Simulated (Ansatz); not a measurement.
# PbS (model cell, started as wurtzite): the cell at rest

Task: relax PbS (model cell, started as wurtzite) tightly.

Calculated with Ansatz 0.2.0; DFT PBEsol, scalar-relativistic, plane waves, PAW; PAW set soft_1.

This is a report of a sequence of runs, with most program output left out.

The structure was built from a prototype and need not be the compound's stable phase.

## Step 1: The starting structure

The structure is hexagonal, space group P6_3mc (No. 186). Conventional cell: a = 4.651 Å, b = 4.651 Å, c = 7.595 Å, α = 90.00°, β = 90.00°, γ = 120.00°. Nearest to Pb lie 4 S at 2.85 Å. S has 4 Pb at 2.85 Å nearest. Farther neighbours and most contacts between anions are not listed.

## Step 2: Probe on a coarse mesh

First a cheap look: the gap decides the mesh and the occupations, the pressure tells how far the cell has to move.

The input, input.yaml:

```yaml
crystal:
  lattice:
    - [4.65109, 0.0, 0.0]
    - [-2.32555, 4.02796, 0.0]
    - [0.0, 0.0, 7.59523]
  atoms:
    - { symbol: Pb, position: [0.333333, 0.666667, 0.0] }
    - { symbol: Pb, position: [0.666667, 0.333333, 0.5] }
    - { symbol: S, position: [0.333333, 0.666667, 0.375] }
    - { symbol: S, position: [0.666667, 0.333333, 0.875] }
kpoints:
  mp_grid: { grid: [6, 6, 4] }
hamiltonian:
  xc: pbesol
  pseudopotentials: { kind: paw, azcp: { folder: soft_1 }, xc_functional: pbe }
scf:
  occupations: { method: gaussian, width: 0.1 }
output:
  forces: true
  stress: true
  eigenvalues: true
```

Started as:

```
$ ansatz run input.yaml --threads 4 --pin off --max-ram 10240MiB --backend cpu --events-out ev --progress --plain --runs-dir out
```

It took 2.4 s on 4 threads of Intel Xeon Platinum 8488C (Sapphire Rapids), shared host; peak memory 0.45 GiB.

Numbers from this step:

```
pressure           : -1.045 GPa
gap on the k-mesh  : 1.804 eV
volume per atom    : 35.57 Å³
direct gap on mesh : 2.146 eV
```

The coarse mesh shows a gap of 1.80 eV and a pressure of -1.0 GPa.

## Step 3: Bringing the structure to rest

The cell and atoms are relaxed, since residual forces and stress would shift the frequencies.

input.yaml: that of step 2 with these lines changed.

```diff
@@ -16,3 +16,3 @@
 scf:
-  occupations: { method: gaussian, width: 0.1 }
+  occupations: { method: gaussian, width: 0.02 }
 output:
@@ -21 +21,6 @@
   eigenvalues: true
+relax:
+  adjacent_minimum: "off"
+  f_tol: 0.005
+  max_steps: 80
+  cell: { stress_tol: 0.05 }
```

Wall time 15 s (4 threads); peak memory 0.49 GiB.

Step by step:

| step | energy less that of the first step (eV) | largest force component (eV/Å) | pressure (GPa) | volume (Å³) |
| --- | --- | --- | --- | --- |
| 1 | 0.0000 | 0.0172 | -1.05 | 142.29 |
| 2 | -0.0199 | 0.0056 | 0.53 | 136.43 |
| 3 | -0.0359 | 0.0089 | 0.31 | 136.91 |
| 4 | -0.0801 | 0.0261 | 0.45 | 135.34 |
| 5 | -0.1756 | 0.1664 | 0.06 | 134.07 |
| 6 | -0.2607 | 0.2746 | 0.50 | 130.02 |
| 7 | -0.3608 | 0.1921 | 0.14 | 127.12 |
| 8 | -0.2229 | 0.0535 | -3.45 | 138.01 |
| 9 | -0.3873 | 0.0429 | 0.00 | 126.01 |
| 10 | -0.3912 | 0.0069 | 0.00 | 125.69 |
| 11 | -0.3914 | 0.0013 | 0.00 | 125.68 |
| 12* | -0.3913 | 0.0013 | 0.00 | 125.68 |

Relaxation steps marked * repeat the geometry before them on a plane-wave basis chosen anew for their cell, so energy and pressure can jump there. Relaxation step 8 was tried and not accepted.

Forces are held to the 12 operations that the run works with; a distortion that breaks them can't arise in this run.

| cell as run | before | after | change |
| --- | --- | --- | --- |
| a (Å) | 4.651 | 4.945 | +6.3 % |
| b (Å) | 4.651 | 4.945 | +6.3 % |
| c (Å) | 7.595 | 5.934 | -21.9 % |
| volume (Å³/atom) | 35.57 | 31.42 | -11.7 % |

The atoms that moved most (Å, as changes of fractional coordinates times the final cell):

```
atom     dx     dy      dz  length
 Pb1  0.000  0.000  -0.369   0.369
  S3  0.000  0.000   0.369   0.369
  S4  0.000  0.000   0.369   0.369
 Pb2  0.000  0.000  -0.369   0.369
```

Numbers from this step:

```
pressure           : -0.003075 GPa
gap on the k-mesh  : 1.289 eV
volume per atom    : 31.42 Å³
direct gap on mesh : 1.289 eV
```

In this step the volume went from 35.57 to 31.42 Å³/atom.

## Step 4: Relaxation

The relaxation is repeated from its end on the same settings, as a check that it has come to rest.

input.yaml, the sections that differ from step 3:

```yaml
crystal:
  lattice:
    - [4.9454875844, 3.0695e-06, 0.0]
    - [-2.4727464504, 4.2829163474, 0.0]
    - [0.0, 0.0, 5.9337452793]
  atoms:
    - { symbol: Pb, position: [0.3333333333, 0.6666666667, -0.0621958406] }
    - { symbol: Pb, position: [0.6666666667, 0.3333333333, 0.4378041594] }
    - { symbol: S, position: [0.3333333333, 0.6666666667, 0.4371958406] }
    - { symbol: S, position: [0.6666666667, 0.3333333333, 0.9371958406] }
output:
  forces: true
  stress: true
  eigenvalues: true
  write_density: true
  write_potential: true
  elf: true
  volumetric_format: npy
# kpoints, hamiltonian, scf, relax: as in step 3
```

The job ended after 2.5 s (4 threads; peak memory 0.46 GiB; 8.7 s of CPU time).

Little changed from the start: no atom moved by 0.005 Å and no cell edge by 0.1 %.

This step gave:

| Item | Value |
| --- | --- |
| pressure | -0.003074 GPa |

Electrostatic potential energy in the ac plane at fractional y = 0.333, with atoms of Pb and S within 0.2 Å of it. With pseudopotentials it is smooth inside the atoms' cores, unlike the true potential.

Ten even steps from '0' (-36 eV) to '9' (10 eV), each cell a mean:
```
99999984020289
99999985000389
99999997423799
99999999888999
99999999999999
99999998878899
99999986323689
99999972000169
99999961010058
99999971000068
99999985100479
99999998656799
99999999989999
99999999999999
99999998756899
99999996101589
```
Columns run along a (4.9 Å; values clipped at the 3rd and 97th percentile), rows up along c (5.9 Å). Atoms in or near the plane, at fractional coordinates: Pb at (0.67, 0.44), S at (0.67, 0.94).

Valence density in the ac plane at fractional y = 0.333, with atoms of Pb and S within 0.2 Å of it. It is the smooth field of the valence electrons, not physical close to the nuclei.

Ten steps, logarithmic in the rise over the least value, from '0' (0.0 e/Å³) to '9' (7.5 e/Å³), each cell a mean:
```
11111235535542
11111235555542
00000124555431
00000012344320
00000001222210
00000012333210
00000124566421
11111136888642
11111247999752
11111246899742
11111125777531
00000013454310
00000001222210
00000012333210
00000123454321
11111134555532
```
Columns run along a (4.9 Å), rows up along c (5.9 Å). Atoms in or near the plane, at fractional coordinates: Pb at (0.67, 0.44), S at (0.67, 0.94).

ELF in the ac plane at fractional y = 0.333, with atoms of Pb and S within 0.2 Å of it. It is the smooth field of the valence electrons, not physical close to the nuclei.

Values, 16 rows by 14 columns, each cell a mean:
```
0.19 0.23 0.30 0.26 0.19 0.39 0.74 0.81 0.38 0.01 0.24 0.76 0.79 0.47
0.18 0.22 0.28 0.24 0.18 0.37 0.72 0.82 0.55 0.18 0.44 0.80 0.78 0.45
0.13 0.16 0.20 0.18 0.13 0.28 0.62 0.81 0.82 0.77 0.81 0.83 0.69 0.35
0.07 0.08 0.10 0.09 0.07 0.15 0.38 0.61 0.73 0.77 0.75 0.65 0.45 0.19
0.04 0.05 0.06 0.05 0.04 0.06 0.14 0.25 0.34 0.37 0.35 0.27 0.17 0.07
0.06 0.10 0.14 0.12 0.07 0.07 0.13 0.21 0.27 0.29 0.27 0.23 0.15 0.07
0.13 0.26 0.34 0.29 0.16 0.13 0.25 0.37 0.43 0.43 0.43 0.39 0.28 0.14
0.20 0.39 0.51 0.44 0.25 0.20 0.34 0.44 0.30 0.15 0.25 0.43 0.37 0.21
0.24 0.46 0.58 0.50 0.29 0.23 0.37 0.39 0.11 0.01 0.06 0.34 0.41 0.24
0.22 0.43 0.55 0.48 0.27 0.22 0.36 0.42 0.18 0.05 0.13 0.39 0.39 0.23
0.17 0.33 0.44 0.37 0.21 0.17 0.29 0.42 0.41 0.34 0.39 0.44 0.33 0.18
0.09 0.17 0.23 0.19 0.11 0.09 0.18 0.28 0.35 0.38 0.36 0.30 0.20 0.10
0.04 0.06 0.08 0.07 0.05 0.05 0.11 0.18 0.24 0.26 0.25 0.20 0.12 0.06
0.05 0.06 0.07 0.06 0.05 0.10 0.25 0.43 0.55 0.60 0.57 0.46 0.29 0.12
0.10 0.12 0.15 0.13 0.11 0.22 0.53 0.75 0.83 0.84 0.84 0.78 0.60 0.28
0.16 0.20 0.26 0.22 0.16 0.34 0.68 0.83 0.73 0.50 0.67 0.83 0.75 0.41
```
Columns run along a (4.9 Å), rows up along c (5.9 Å). Atoms in or near the plane, at fractional coordinates: Pb at (0.67, 0.44), S at (0.67, 0.94).

In this step the volume went from 31.42 to 31.42 Å³/atom.

## Step 5: Tight relaxation

Phonons need a cell at rest on their own settings, so the relaxation is repeated with tight tolerances on forces and stress, using the mesh and the filling of the phonon run that follows.

input.yaml, the sections that differ from step 4:

```yaml
scf:
  occupations: { method: fixed }
output:
  forces: true
  stress: true
  eigenvalues: true
relax:
  adjacent_minimum: "off"
  f_tol: 0.001
  max_steps: 60
  cell: { stress_tol: 0.01 }
# crystal, kpoints, hamiltonian: as in step 4
```

The job ended after 5.4 s (4 threads; peak memory 0.48 GiB; 19 s of CPU time).

Little changed from the start: no atom moved by 0.005 Å and no cell edge by 0.1 %.

Numbers from this step:

* pressure: 0.001319 GPa

The largest force component left is 0.032 meV/Å and the pressure is 0.001 GPa, within the tolerances set. The cell now holds 31.42 Å³/atom. Within 0.01 Å the structure now has space group P6_3/mmc, not the P6_3mc of the start.

## Step 6: Results

```
space group after relaxation (within 0.01 Å) : P6_3/mmc
lattice constant a                           : 4.946 Å
lattice constant b                           : 4.946 Å
lattice constant c                           : 5.933 Å
volume per atom                              : 31.4 Å³
gap on the k-mesh                            : 1.29 eV
```

The largest force component left is 0.032 meV/Å and the pressure is 0.001 GPa, within the tolerances set. The cell now holds 31.42 Å³/atom. Within 0.01 Å the structure now has space group P6_3/mmc, not the P6_3mc of the start. The relaxation keeps the symmetry of its start, so it says nothing on stability against lower symmetry. The relaxed cell left the space group of the starting entry, even within 0.1 Å, so it may not be the phase that the entry, or a measurement on it, describes. Spin-orbit coupling is left out, which can matter for the heavy elements here. The PAW files were made for PBE and serve the other functionals too. The starting cell was built on a prototype and not taken from a measurement, so the phase need not exist.

[Logs are printed without paths, hosts, clocks, repeated set-up lines and the standing remarks that a program may print on its own settings, such as how far it seeks lower states.]

[Hosts, paths, dates, database ids (printed as entryN), source tags and the programs' standing remarks are cut or masked in the printed files.]
